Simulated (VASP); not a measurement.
# TiSe2 (P-3m1) in VASP: notebook, part 2 of 2

VASP 6.6.1. The steps go on from the part before.

### Step 5. Relaxation of cell and atoms, LDA

The COD entry that gives the cell may itself be a prediction, so a difference from it is no test against experiment.

This run uses another cell than the first one, of 21.67 Å³/atom, 0.908 times its volume.

INCAR

```
PREC     = Accurate       # precision mode
ENCUT    = 600            # plane-wave cutoff, eV
EDIFF    = 1E-6           # SCF threshold, eV
ISMEAR   = 1              # smearing method
SIGMA    = 0.1            # smearing width, eV
LREAL    = False          # projectors in reciprocal space
LASPH    = True           # aspherical terms in the spheres
NELM     = 80             # most SCF steps
ALGO     = Normal         # electronic algorithm
ISIF     = 3              # what is computed and relaxed
LWAVE    = False          # write WAVECAR
LCHARG   = False          # write CHGCAR
IBRION   = 2              # ionic algorithm
NSW      = 90             # ionic steps
EDIFFG   = -0.01          # ionic threshold
KPAR     = 2
```

KPOINTS

```
regular mesh
0
Gamma
  12 12 6
```

POSCAR

```
TiSe2
1.0
    3.5360000000      0.0000000000      0.0000000000
   -1.7680000000      3.0622658278      0.0000000000
    0.0000000000      0.0000000000      6.0040000000
Ti Se
1 2
Direct
    0.0000000000      0.0000000000      0.0000000000
    0.3333333333      0.6666666667      0.2552000000
    0.6666666667      0.3333333333      0.7448000000
```

Potentials or basis: VASP PAW LDA potentials, release 64 (Ti_sv, Se).

On the command line:

```bash
$ cat potpaw_LDA.64/Ti_sv/POTCAR potpaw_LDA.64/Se/POTCAR > POTCAR
$ mpirun -np 2 vasp_std > vasp.out
```

OUTCAR:

```text
PREC = Accurate
   ENCUT = 600
   EDIFF = 1E-6
   ISMEAR = 1
   LREAL = False
   LASPH = True
   NELM = 80
   ISIF = 3
   IBRION = 2
   NSW = 90
   EDIFFG = -0.01

 ion  position               nearest neighbor table
   1  0.000  0.000  0.000-   2 2.55   3 2.55   3 2.55   2 2.55   3 2.55   2 2.55
   2  0.333  0.667  0.255-   1 2.55   1 2.55   1 2.55
   3  0.667  0.333  0.745-   1 2.55   1 2.55   1 2.55

  LATTYP: Found a hexagonal cell.
 ALAT       =     3.5360000000
 C/A-ratio  =     1.6979638009

  Lattice vectors:

 A1 = (   3.5360000000,   0.0000000000,   0.0000000000)
 A2 = (  -1.7680000000,   3.0622658278,   0.0000000000)
 A3 = (   0.0000000000,   0.0000000000,   6.0040000000)

Analysis of symmetry for initial positions (statically):
=====================================================================
 Subroutine PRICEL returns:
 Original cell was already a primitive cell.

 Routine SETGRP: Setting up the symmetry group for a
 hexagonal supercell.

 Subroutine GETGRP returns: Found 12 space group operations
 (whereof 12 operations were pure point group operations)
 out of a pool of 24 trial point group operations.

The static configuration has the point symmetry D_3d.

[... 273 lines left out ...]
[... ionic steps 4 to 8 ...]

--------------------------------------- Ionic step        9  -------------------------------------------

 number of electron      24.0000001 magnetization

------------------------ aborting loop because EDIFF is reached ----------------------------------------
[... 69 lines left out ...]
--------------------------------------- Ionic step       11  -------------------------------------------

 number of electron      24.0000000 magnetization

 Free energy of the ion-electron system (eV)
  ---------------------------------------------------
  ext. energy  EPLUGINS =         0.00000000
  ---------------------------------------------------
  free energy    TOTEN  =       -20.34010887 eV

  energy without entropy =      -20.34002814  energy(sigma->0) =      -20.34008196

 E-fermi :   5.6925     XC(G=0): -10.7419

 val. band max:        5.6812255957   @ k =   0.0000   0.3333   0.1667
 cond. band min:       5.6975094730   @ k =   0.5000   0.0000   0.1667
 fundamental gap:      0.0162838773
 Fermi energy:         5.6925415305

 k-point     1 :       0.0000    0.0000    0.0000
  band No.  band energies     occupation
      1     -50.9887      2.00000
      2     -27.6309      2.00000
      3     -27.6015      2.00000
      4     -27.6015      2.00000
      5      -8.6916      2.00000
      6      -6.9632      2.00000
[... 433 lines left out ...]
      3     -27.6237      2.00000
      4     -27.6087      2.00000
      5      -8.2863      2.00000
      6      -6.9786      2.00000
[... 8 lines left out ...]
     15       7.3244     -0.00000
     16       8.7828      0.00000

 [... further k-points ...]

------------------------ aborting loop because EDIFF is reached ----------------------------------------

  FORCE on cell =-STRESS in cart. coord.  units (eV):
  Direction    XX          YY          ZZ          XY          YZ          ZX
  --------------------------------------------------------------------------------------
  -------------------------------------------------------------------------------------
  Total        0.0113440      0.0113440     -0.0169516     -0.0000000      0.0000000      0.0000000
  in kB        0.3057176      0.3057176     -0.4568407     -0.0000000      0.0000000      0.0000000
  external PRESSURE =       0.0515315 kB  Pullay stress =       0.0000000 kB
[... 18 lines left out ...]
  FREE ENERGIE OF THE ION-ELECTRON SYSTEM (eV)
  ---------------------------------------------------
  free  energy   TOTEN  =       -20.3401088686 eV

  energy  without entropy=      -20.3400281373  energy(sigma->0) =      -20.34008196

 reached required accuracy - stopping structural energy minimisation
```

CONTCAR:

```text
TiSe2
   1.00000000000000
     3.4401026947784565   -0.0000000000000000    0.0000000000000000
    -1.7200513473892283    2.9792163253221915    0.0000000000000000
    -0.0000000000000000   -0.0000000000000000    5.8007389176570445
  Ti              Se
     1     2
Direct
     0.0000000000000000    0.0000000000000000    0.0000000000000000
     0.3333333332999970    0.6666666667000030    0.2655976709554501
     0.6666666667000030    0.3333333332999970    0.7344023290445502

  0.00000000E+00  0.00000000E+00  0.00000000E+00
  0.00000000E+00  0.00000000E+00  0.00000000E+00
  0.00000000E+00  0.00000000E+00  0.00000000E+00
```

It took 2.5 min on 2 MPI ranks of Intel Xeon 6975P-C (Granite Rapids), shared host; peak memory 0.27 GiB.

What came out:

| Item | Value |
| --- | --- |
| Free energy | -20.3401 eV |
| Relaxed volume | 19.82 Å³/atom |
| Relaxed cell | a = 3.440 Å, b = 3.440 Å, c = 5.801 Å, α = 90.00°, β = 90.00°, γ = 120.00° |
| Space group after relaxing (to 0.05 Å) | P-3m1 (No. 164) |
| Energy gained by relaxing | 22.8 meV/atom |
| Ionic steps | 11 |
| Pressure after relaxing | 0.0 GPa |
| Largest force after relaxing | 0.005 eV/Å |
| Band gap on the k mesh | none (metal or under the smearing width) |

Forces on the atoms (eV/Å):
```
Ti   0.000  0.000  0.000
Se   0.000  0.000 -0.005
Se   0.000  0.000  0.005
```

Step by step:
```
step  energy change (eV)  largest force (eV/Å)  pressure (GPa)  volume (Å³)
   1              0.0000                0.2554           -4.53        65.01
   2             -0.0097                0.8432            4.42        59.42
   3             -0.0476                0.2952           -0.20        61.96
   4             -0.0555                0.2094           -0.18        61.48
   5             -0.0604                0.0191           -0.14        60.45
   6             -0.0608                0.0610           -0.14        60.67
   7             -0.0636                0.0639           -0.01        60.32
   8             -0.0678                0.0649            0.50        59.28
   9             -0.0666                0.1282           -0.87        59.76
  10             -0.0684                0.0062           -0.02        59.45
  11             -0.0684                0.0050            0.01        59.45
```

Final structure:
```
Ti Se
1.0
     3.44010    0.00000    0.00000
    -1.72005    2.97922    0.00000
     0.00000    0.00000    5.80074
Ti Se
1 2
Direct
  0.00000 0.00000 0.00000
  0.33333 0.66667 0.26560
  0.66667 0.33333 0.73440
```

LDA usually gives volumes a few per cent too small. Zero-point motion and thermal expansion aren't in these numbers.

### Step 6. Relaxation of cell and atoms, LDA

This run uses another cell than the first one, of 19.82 Å³/atom, 0.830 times its volume.

INCAR, as its differences from that of step 5:

```diff
@@ -2,3 +2,3 @@
 ENCUT    = 600            # plane-wave cutoff, eV
-EDIFF    = 1E-6           # SCF threshold, eV
+EDIFF    = 1E-7           # SCF threshold, eV
 ISMEAR   = 1              # smearing method
@@ -14,3 +14,3 @@
 NSW      = 90             # ionic steps
-EDIFFG   = -0.01          # ionic threshold
+EDIFFG   = -0.005         # ionic threshold
 KPAR     = 2
```

KPOINTS is that of step 5.

POSCAR

```
TiSe2                                   
1.0
    3.4401026948     -0.0000000000      0.0000000000
   -1.7200513474      2.9792163253      0.0000000000
   -0.0000000000     -0.0000000000      5.8007389177
  Ti              Se            
     1     2
Direct
     0.0000000000000000    0.0000000000000000    0.0000000000000000
     0.3333333332999970    0.6666666667000030    0.2655976709554501
     0.6666666667000030    0.3333333332999970    0.7344023290445502
```

Potentials or basis: VASP PAW LDA potentials, release 64 (Ti_sv, Se).

On the command line:

```bash
$ cat potpaw_LDA.64/Ti_sv/POTCAR potpaw_LDA.64/Se/POTCAR > POTCAR
$ mpirun -np 2 vasp_std > vasp.out
```

OUTCAR:

```text
PREC = Accurate
   ENCUT = 600
   EDIFF = 1E-7
   ISMEAR = 1
   LREAL = False
   LASPH = True
   NELM = 80
   ISIF = 3
   IBRION = 2
   NSW = 90
   EDIFFG = -0.005

 ion  position               nearest neighbor table
   1  0.000  0.000  0.000-   2 2.51   3 2.51   2 2.51   3 2.51   3 2.51   2 2.51
   2  0.333  0.667  0.266-   1 2.51   1 2.51   1 2.51
   3  0.667  0.333  0.734-   1 2.51   1 2.51   1 2.51

  LATTYP: Found a hexagonal cell.
 ALAT       =     3.4401026948
 C/A-ratio  =     1.6862109746

  Lattice vectors:
[... 699 lines left out ...]
  Direction    XX          YY          ZZ          XY          YZ          ZX
  --------------------------------------------------------------------------------------
  -------------------------------------------------------------------------------------
  Total        0.0084633      0.0084633     -0.0099507     -0.0000000      0.0000000      0.0000000
  in kB        0.2280378      0.2280378     -0.2681154     -0.0000000      0.0000000      0.0000000
  external PRESSURE =       0.0626534 kB  Pullay stress =       0.0000000 kB

 VOLUME and BASIS-vectors are now :
 -----------------------------------------------------------------------------
  energy-cutoff  :      600.00
  volume of cell :       59.46
      direct lattice vectors                 reciprocal lattice vectors
     3.441003009 -0.000000000  0.000000000     0.290612940  0.167785459 -0.000000000
    -1.720501505  2.979996021  0.000000000     0.000000000  0.335570918 -0.000000000
     0.000000000  0.000000000  5.798860123    -0.000000000 -0.000000000  0.172447684

 POSITION                                       TOTAL-FORCE (eV/Angst)
 -----------------------------------------------------------------------------------
      0.00000      0.00000      5.79886        -0.000000      0.000000      0.000000
     -0.00000      1.98666      1.53994         0.000000     -0.000000     -0.001475
      1.72050      0.99333      4.25892        -0.000000      0.000000      0.001475
 -----------------------------------------------------------------------------------
    total drift:                               -0.000000     -0.000000      0.000000

  FREE ENERGIE OF THE ION-ELECTRON SYSTEM (eV)
  ---------------------------------------------------
  free  energy   TOTEN  =       -20.3392510461 eV

  energy  without entropy=      -20.3391627920  energy(sigma->0) =      -20.33922163

 reached required accuracy - stopping structural energy minimisation
```

OSZICAR:

```text
N       E                     dE             d eps       ncg     rms          rms(c)
DAV:   1     0.211068862107E+03    0.21107E+03   -0.12741E+04  3200   0.165E+03
DAV:   2    -0.109443805992E+00   -0.21118E+03   -0.20939E+03  3384   0.394E+02
DAV:   3    -0.223825800948E+02   -0.22273E+02   -0.21540E+02  5008   0.108E+02
[... 15 lines left out ...]
DAV:   2    -0.203392582219E+02    0.20013E-04   -0.81994E-05  3416   0.802E-02    0.197E-02
DAV:   3    -0.203392532373E+02    0.49846E-05   -0.43772E-05  4688   0.616E-02    0.123E-02
DAV:   4    -0.203392511258E+02    0.21116E-05   -0.19061E-05  4192   0.305E-02    0.383E-03
DAV:   5    -0.203392510593E+02    0.66429E-07   -0.11577E-06  3896   0.671E-03    0.252E-03
DAV:   6    -0.203392510461E+02    0.13218E-07   -0.22583E-07  2408   0.407E-03
   2 F= -.20339251E+02 E0= -.20339222E+02  d E =-.128765E-04
```

Run time: 32 s. Hardware: 2 MPI ranks of Intel Xeon 6975P-C (Granite Rapids), shared host; peak memory 0.24 GiB.

Results:

```yaml
Free_energy: -20.3393 eV
Relaxed_volume: 19.82 Å³/atom
Relaxed_cell: a = 3.441 Å, b = 3.441 Å, c = 5.799 Å, α = 90.00°, β = 90.00°, γ = 120.00°
Space_group_after_relaxing_to_0.05_Å: P-3m1 (No. 164)
Energy_gained_by_relaxing: 0.0 meV/atom
Ionic_steps: 2
Pressure_after_relaxing: 0.0 GPa
Band_gap_on_the_k_mesh: none (metal or under the smearing width)
```

Final structure:
```
CELL_PARAMETERS angstrom
3.44100 0.00000 0.00000
-1.72050 2.98000 0.00000
0.00000 0.00000 5.79886
ATOMIC_POSITIONS crystal
Ti 0.00000 0.00000 0.00000
Se 0.33333 0.66667 0.26556
Se 0.66667 0.33333 0.73444
```

### Step 7. The runs side by side

| level | potentials or basis | cell | k mesh | cutoff (eV) | target pressure | gap on the mesh (eV) | pressure (GPa) | relaxed volume (Å³/atom) |
| --- | --- | --- | --- | --- | --- | --- | --- | --- |
| PBE | VASP PAW PBE potentials, release 64 (Ti, Se) | relaxed | 6 × 6 × 3 | 300 | - | none | 0.0 | 24.19 |
| LDA | VASP PAW LDA potentials, release 64 (Ti_sv, Se) | relaxed to 3.12 GPa | 12 × 12 × 6 | 600 | 3.12 GPa | none | 3.1 | - |
| LDA | VASP PAW LDA potentials, release 64 (Ti_sv, Se) | relaxed | 12 × 12 × 6 | 600 | - | none | 0.0 | 19.82 |

Alike in all rows: task relaxation of cell and atoms; no spin polarisation; smearing methfessel-paxton 0.1 eV.

Caveats: this functional lacks dispersion, which binds the layers, so the pressure and a relaxed spacing across them are unreliable (some runs); the cell is relaxed towards a set pressure, so the enthalpy falls and the energy may rise (some runs).

Absolute energies hang on the potentials; compare differences alone.
